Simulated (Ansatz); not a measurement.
# C, space group Cmme: cell relaxations under several functionals

Program: the Python package of Ansatz (0.2.0).

Typed at the interpreter:
```pycon
>>> import warnings
>>> import ansatz as az
>>> import numpy as np
>>> def edges_and_angles(cell):
...     cell = np.asarray(cell)
...     a, b, c = np.linalg.norm(cell, axis=1)
...     cosines = cell[1] @ cell[2] / (b * c), cell[0] @ cell[2] / (a * c), cell[0] @ cell[1] / (a * b)
...     return (a, b, c, *np.degrees(np.arccos(cosines)))
...
>>> warnings.simplefilter("ignore", az.DeckWarning)
>>> cell = (
...     az.Lattice.from_parameters(2.456114, 2.456114, 7.173268, alpha=90.0, beta=90.0, gamma=120.00047)
...     .atom("C", (0.083379, 0.916621, 0.753138))
...     .atom("C", (0.583379, 0.416621, 0.246862))
...     .atom("C", (0.916621, 0.083379, 0.246862))
...     .atom("C", (0.416621, 0.583379, 0.753138))
... )
>>> setup = (
...     cell.calculation()
...     .kpoints(density=3.8)
...     .occupations("Fermi-Dirac")
...     .relax(cell=True, force_tolerance=0.03)
... )
>>> levels = [("pbesol", "d3bj"), ("lda", "none"), ("blyp", "d3bj")]
>>> print("level            a       b       c    alpha   beta  gamma  V/atom  steps")
level            a       b       c    alpha   beta  gamma  V/atom  steps
>>> for name, dispersion in levels:
...     seen = []
...     run = setup.functional(name, dispersion=dispersion).session().plan()
...     outcome = run.execute(on_event=lambda e: seen.append(e) if e["event"] == "relax_step" else None)
...     cell = outcome.lattice.cell_ang
...     label = name if dispersion == "none" else f"{name}+{dispersion}"
...     print("{:13s} {:7.4f} {:7.4f} {:7.4f} {:6.2f} {:6.2f} {:6.2f}".format(label, *edges_and_angles(cell)), f"{abs(np.linalg.det(cell)) / len(outcome.lattice.sites):7.3f} {len(seen):5d}")
...
pbesol+d3bj    2.4578  2.4578  6.6316  90.00  90.00 119.96   8.677    10
lda            2.4446  2.4446  6.7094  90.00  90.00 119.97   8.684    12
blyp+d3bj      2.4695  2.4695  6.5770  90.00  90.00 119.96   8.687    11
```

From smallest to largest: PBEsol+D3BJ (8.68 Å³ an atom, -7.4 % against the start), LDA (8.68 Å³ an atom, -7.3 % against the start) and BLYP+D3BJ (8.69 Å³ an atom, -7.3 % against the start). The spread is 0.1 % in volume.

Edges and angles are those of the cell as typed, here a primitive one, not of the conventional cell. The cell relaxed to the group Fmmm; tensors and edges are in the axes of the typed cell. This isn't the structure that C takes at ambient conditions. Processor time in the engine: 77 s on 1 thread of Intel(R) Xeon(R) Processor @ 2.30GHz, on a shared host, peak memory 0.55 GiB.
